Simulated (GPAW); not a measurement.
Something may be wrong with this GPAW 26.7.0 calculation of GaAs.

run.py

```python
import json
import numpy as np
from ase import Atoms
from ase.constraints import FixSymmetry
from ase.io import read, write
from ase.optimize import BFGS
from phonopy import Phonopy
from phonopy.structure.atoms import PhonopyAtoms
from gpaw import GPAW

atoms = read('POSCAR')

calc = GPAW(mode='lcao',
            h=0.16,
            basis='dzp',
            xc={'name': 'vdW-DF2', 'backend': 'libvdwxc'},
            kpts={'size': (1, 1, 1), 'gamma': True},
            occupations={'name': 'fermi-dirac', 'width': 0.05},
            convergence={'density': 1e-06},
            maxiter=100,
            txt='gpaw.txt')
atoms.calc = calc
atoms.set_constraint(FixSymmetry(atoms))
BFGS(atoms, trajectory='relax.traj', logfile='-').run(fmax=0.005, steps=40)
atoms.set_constraint()
energy = atoms.get_potential_energy()
forces = atoms.get_forces()
calc.write('gs.gpw')
write('result.traj', atoms)
print('Cell:', atoms.cell.cellpar().round(4))
print(atoms.get_scaled_positions().round(5))

def force_constants(scale):
    unit = PhonopyAtoms(symbols=atoms.get_chemical_symbols(), cell=atoms.cell[:] * scale**(1 / 3),
                        scaled_positions=atoms.get_scaled_positions())
    ph = Phonopy(unit, supercell_matrix=np.diag([2, 2, 2]), primitive_matrix=np.eye(3), symprec=1e-4)
    ph.generate_displacements(distance=0.02)
    forces = []
    for i, sc in enumerate(ph.supercells_with_displacements):
        a = Atoms(sc.symbols, cell=sc.cell, scaled_positions=sc.scaled_positions, pbc=True)
        c = GPAW(mode='lcao',
                 h=0.16,
                 basis='dzp',
                 xc={'name': 'vdW-DF2', 'backend': 'libvdwxc'},
                 kpts={'size': (1, 1, 1), 'gamma': True},
                 occupations={'name': 'fermi-dirac', 'width': 0.05},
                 convergence={'density': 1e-06},
                 maxiter=100,
                 txt=f'disp-{scale:.3f}-{i:02d}.txt')
        a.calc = c
        f = a.get_forces()
        forces.append(f - f.mean(axis=0))
        print(f'displacement {i}: drift', f.mean(axis=0).round(5), flush=True)
    ph.forces = forces
    ph.produce_force_constants()
    ph.symmetrize_force_constants()
    return ph

qpoints = [[0.0, 0.0, 0.0], [0.0, 0.0, 0.5], [0.0, 0.5, 0.0], [0.0, 0.5, 0.5], [0.5, 0.0, 0.0], [0.5, 0.0, 0.5], [0.5, 0.5, 0.0], [0.5, 0.5, 0.5]]
results = {}
for scale in [1.0]:
    ph = force_constants(scale)
    ph.run_qpoints(qpoints)
    nu = ph.qpoints.frequencies * 33.35641  # THz to cm^-1
    results[f'{scale:.3f}'] = nu.tolist()
    for qp, f in zip(qpoints, nu):
        print(scale, np.round(qp, 4), f.round(2))

path = atoms.cell.bandpath('GXWKGLUWLK,UX', npoints=60, eps=1e-4)
ph.run_qpoints(path.kpts)
results['path'] = (ph.qpoints.frequencies * 33.35641).tolist()
results['path_q'] = path.kpts.tolist()
x, ticks, names = path.get_linear_kpoint_axis()
results['axis'] = [x.tolist(), list(ticks), names]
ph.run_mesh([15, 15, 15], is_gamma_center=True)
ph.run_thermal_properties(temperatures=[0, 100, 200, 300, 500, 800], cutoff_frequency=0.05)
tp = ph.thermal_properties
results['thermal'] = [list(v) for v in (tp.temperatures, tp.free_energy, tp.entropy, tp.heat_capacity)]
for t, fv, s, cv in zip(*results['thermal']):
    print(f'{t:6.0f} K  F {fv:9.4f} kJ/mol  S {s:9.4f} J/K/mol  Cv {cv:9.4f} J/K/mol')
json.dump(results, open('phonons.json', 'w'))
```

Contents of POSCAR:

```
GaAs
1.0
    0.0000000000      2.8268500000      2.8268500000
    2.8268500000      0.0000000000      2.8268500000
    2.8268500000      2.8268500000      0.0000000000
As Ga
1 1
Direct
    0.7500000000      0.7500000000      0.7500000000
    0.0000000000      0.0000000000      0.0000000000
```

Potentials or basis: GPAW PAW data sets (gpaw-data 1.2.1), lcao:dzp.

The run is started by

```console
$ OMP_NUM_THREADS=1 python run.py
```

gpaw.txt:

```text
__  _  _
 | _ |_)|_||  |
 |__||  | ||/\| - 26.7.0

Input parameters:
  mode=LCAO(),
  basis={'default': 'dzp'},
  convergence={'density': 1e-06},
  h=0.16,
  kpts=MonkhorstPack(size=(1, 1, 1), gamma=True),
  maxiter=100,
  occupations=Occupations(name='fermi-dirac', width=0.05),
  xc=XC(name='vdW-DF2', backend='libvdwxc')

                    As

       Ga

Atoms  # Å, Bohr magnetons
|   | symbol |        x |        y |        z |    initial magnetic moments |
|---|--------|----------|----------|----------|-----------------------------|
| 0 |     As | 4.240275 | 4.240275 | 4.240275 | ( 0.0000,  0.0000,  0.0000) |
| 1 |     Ga | 0.000000 | 0.000000 | 0.000000 | ( 0.0000,  0.0000,  0.0000) |

Unit cell  # Å
| periodic |        x |        y |        z |  lengths |    angles |
|----------|----------|----------|----------|----------|-----------|
|      yes | 0.000000 | 2.826850 | 2.826850 | 3.997770 | 60.000000 |
|      yes | 2.826850 | 0.000000 | 2.826850 | 3.997770 | 60.000000 |
|      yes | 2.826850 | 2.826850 | 0.000000 | 3.997770 | 60.000000 |

[... 347 lines left out ...]
maximum number of iterations: 100

SCF iterations
|iter     | |      energy | eigst |  dens |
|---------|-|-------------|-------|-------|
|iter:   1| | -124.569173 |      c|       |
|iter:   2| | -124.146149 |      c| -0.41 |
|iter:   3| | -122.749806 |      c| -0.46 |
|iter:   4| | -122.669650 |      c| -1.09 |
|iter:   5| | -122.644981 |      c| -1.22 |
|iter:   6| | -122.643865 |      c| -1.64 |
|iter:   7| | -122.644284c|      c| -2.64 |
|iter:   8| | -122.644408c|      c| -3.37 |
|iter:   9| | -122.644382c|      c| -3.65 |
|iter:  10| | -122.644375c|      c| -4.32 |
|iter:  11| | -122.644375c|      c| -5.56 |
|iter:  12| | -122.644375c|      c| -6.61c|

Converged in 12 steps
Energy contributions relative to reference atoms: (reference = -114387.645129)

Energy contributions:
  Kinetic:         131.805839
  Coulomb:        -101.338200
  Zero:              0.041387
  External:          0.000000
  Xc:             -153.054488
  Entropy:          -0.197824
  Spinorbit:         0.000000
  ----------------------------
  Free energy:    -122.743287
  Extrapolated:   -122.644375

dipole moment: (-11.544180, -11.544180, -11.544180)  # |e|*Ang

Fermi level: 6.312
[... 17 lines left out ...]
Forces  # eV/Ang
|       x |       y |        z |
|---------|---------|----------|
| 0.00000 | 0.00000 |  0.00000 |  # As   0
| 0.00000 | 0.00000 | -0.00000 |  # Ga   1

# Writing to gs.gpw (mode='')
```

On the terminal:

```text
Step          Energy          fmax
[... 18 lines left out ...]
   500 K  F  -12.3702 kJ/mol  S   63.5553 J/K/mol  Cv   36.5810 J/K/mol
   800 K  F  -34.2386 kJ/mol  S   80.9296 J/K/mol  Cv   37.2509 J/K/mol
```

Problem. What happened, and what is wrong with the input?

Solution. Self-consistency was reached. The input holds a flaw that was put in on purpose: one k point for a small cell (kpts = {"size": [1, 1, 1], "gamma": true}). The program doesn't stop on it, so the numbers can't be trusted though the run ends normally.
